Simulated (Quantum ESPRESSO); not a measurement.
Set up this calculation in Quantum ESPRESSO 7.5, as the native input.

```
Task                : band structure
Functional          : PBE
Potentials or basis : PseudoDojo 0.4 FR PBE standard
Cutoff              : 1143 eV
Density cutoff      : 4572 eV
k mesh              : 10 × 10 × 10
Occupations         : fermi-dirac, width 0.05 eV
Spin                : spin-orbit coupling, no magnetisation
Mixing beta         : 0.5
Most SCF iterations : 120
SCF threshold       : 4e-10 Ry
```

Crystal: GaN.

```xyz
2
Lattice="0.0000 2.2535 2.2535 2.2535 0.0000 2.2535 2.2535 2.2535 0.0000" Properties=species:S:1:pos:R:3 pbc="T T T"
Ga    0.0000    0.0000    0.0000
N     1.1268    1.1268    1.1268
```

The cell is a database's computed one.

One way to write it, as run:

pw.in

```
&CONTROL
  calculation = 'scf'
  prefix = 'pwscf'
  outdir = './tmp'
  pseudo_dir = './pseudo'
  tprnfor = .true.
  tstress = .true.
  disk_io = 'low'
/
&SYSTEM
  ibrav = 0
  A = 3.18693112
  nat = 2
  ntyp = 2
  ecutwfc = 84
  nbnd = 30
  occupations = 'smearing'
  smearing = 'fd'
  degauss = 0.00367493
  noncolin = .true.
  lspinorb = .true.
/
&ELECTRONS
  conv_thr = 4d-10
  electron_maxstep = 120
  mixing_beta = 0.5
/
ATOMIC_SPECIES
Ga    69.7230 Ga.upf
N     14.0070 N.upf
CELL_PARAMETERS alat
   0.0000000000    0.7071067816    0.7071067816
   0.7071067816    0.0000000000    0.7071067816
   0.7071067816    0.7071067816    0.0000000000
ATOMIC_POSITIONS alat
Ga     0.0000000000    0.0000000000    0.0000000000
N      0.3535533908    0.3535533908    0.3535533908
K_POINTS automatic
10 10 10 0 0 0
```

bands.in

```
&CONTROL
  calculation = 'bands'
  prefix = 'pwscf'
  outdir = './tmp'
  pseudo_dir = './pseudo'
  disk_io = 'low'
  verbosity = 'high'
/
&SYSTEM
  ibrav = 0
  A = 3.18693112
  nat = 2
  ntyp = 2
  ecutwfc = 84
  nbnd = 30
  occupations = 'smearing'
  smearing = 'fd'
  degauss = 0.00367493
  noncolin = .true.
  lspinorb = .true.
/
&ELECTRONS
  conv_thr = 1d-08
  electron_maxstep = 120
  mixing_beta = 0.5
  diago_full_acc = .true.
/
ATOMIC_SPECIES
Ga    69.7230 Ga.upf
N     14.0070 N.upf
CELL_PARAMETERS alat
   0.0000000000    0.7071067816    0.7071067816
   0.7071067816    0.0000000000    0.7071067816
   0.7071067816    0.7071067816    0.0000000000
ATOMIC_POSITIONS alat
Ga     0.0000000000    0.0000000000    0.0000000000
N      0.3535533908    0.3535533908    0.3535533908
K_POINTS crystal
60
 0.0000000000  0.0000000000  0.0000000000 1
 0.0625000000  0.0000000000  0.0625000000 1
 0.1250000000  0.0000000000  0.1250000000 1
 0.1875000000  0.0000000000  0.1875000000 1
 0.2500000000  0.0000000000  0.2500000000 1
 0.3125000000  0.0000000000  0.3125000000 1
 0.3750000000  0.0000000000  0.3750000000 1
 0.4375000000  0.0000000000  0.4375000000 1
 0.5000000000  0.0000000000  0.5000000000 1
 0.5000000000  0.0625000000  0.5625000000 1
 0.5000000000  0.1250000000  0.6250000000 1
 0.5000000000  0.1875000000  0.6875000000 1
 0.5000000000  0.2500000000  0.7500000000 1
 0.4375000000  0.3125000000  0.7500000000 1
 0.3750000000  0.3750000000  0.7500000000 1
 0.3375000000  0.3375000000  0.6750000000 1
 0.3000000000  0.3000000000  0.6000000000 1
 0.2625000000  0.2625000000  0.5250000000 1
 0.2250000000  0.2250000000  0.4500000000 1
 0.1875000000  0.1875000000  0.3750000000 1
 0.1500000000  0.1500000000  0.3000000000 1
 0.1125000000  0.1125000000  0.2250000000 1
 0.0750000000  0.0750000000  0.1500000000 1
 0.0375000000  0.0375000000  0.0750000000 1
 0.0000000000  0.0000000000  0.0000000000 1
 0.0625000000  0.0625000000  0.0625000000 1
 0.1250000000  0.1250000000  0.1250000000 1
 0.1875000000  0.1875000000  0.1875000000 1
 0.2500000000  0.2500000000  0.2500000000 1
 0.3125000000  0.3125000000  0.3125000000 1
 0.3750000000  0.3750000000  0.3750000000 1
 0.4375000000  0.4375000000  0.4375000000 1
 0.5000000000  0.5000000000  0.5000000000 1
 0.5250000000  0.4500000000  0.5250000000 1
 0.5500000000  0.4000000000  0.5500000000 1
 0.5750000000  0.3500000000  0.5750000000 1
 0.6000000000  0.3000000000  0.6000000000 1
 0.6250000000  0.2500000000  0.6250000000 1
 0.5833333333  0.2500000000  0.6666666667 1
 0.5416666667  0.2500000000  0.7083333333 1
 0.5000000000  0.2500000000  0.7500000000 1
 0.5000000000  0.2857142857  0.7142857143 1
 0.5000000000  0.3214285714  0.6785714286 1
 0.5000000000  0.3571428571  0.6428571429 1
 0.5000000000  0.3928571429  0.6071428571 1
 0.5000000000  0.4285714286  0.5714285714 1
 0.5000000000  0.4642857143  0.5357142857 1
 0.5000000000  0.5000000000  0.5000000000 1
 0.4821428571  0.4821428571  0.5357142857 1
 0.4642857143  0.4642857143  0.5714285714 1
 0.4464285714  0.4464285714  0.6071428571 1
 0.4285714286  0.4285714286  0.6428571429 1
 0.4107142857  0.4107142857  0.6785714286 1
 0.3928571429  0.3928571429  0.7142857143 1
 0.3750000000  0.3750000000  0.7500000000 1
 0.6250000000  0.2500000000  0.6250000000 1
 0.5937500000  0.1875000000  0.5937500000 1
 0.5625000000  0.1250000000  0.5625000000 1
 0.5312500000  0.0625000000  0.5312500000 1
 0.5000000000  0.0000000000  0.5000000000 1
```

Potentials or basis: PseudoDojo 0.4 FR PBE standard.

Launch:

```sh
$ OMP_NUM_THREADS=1 pw.x -in pw.in > pw.out
$ OMP_NUM_THREADS=1 pw.x -in bands.in > bands.out
```

It gave:

* Pressure: 5.3 GPa
* Band gap on the k mesh: 1.75 eV, direct
* Band gap along the path: 1.75 eV, direct

It took 55 s on 1 thread of AMD EPYC 9R45 96-Core Processor (Zen 5), with other jobs on the host, peak memory 0.17 GiB.
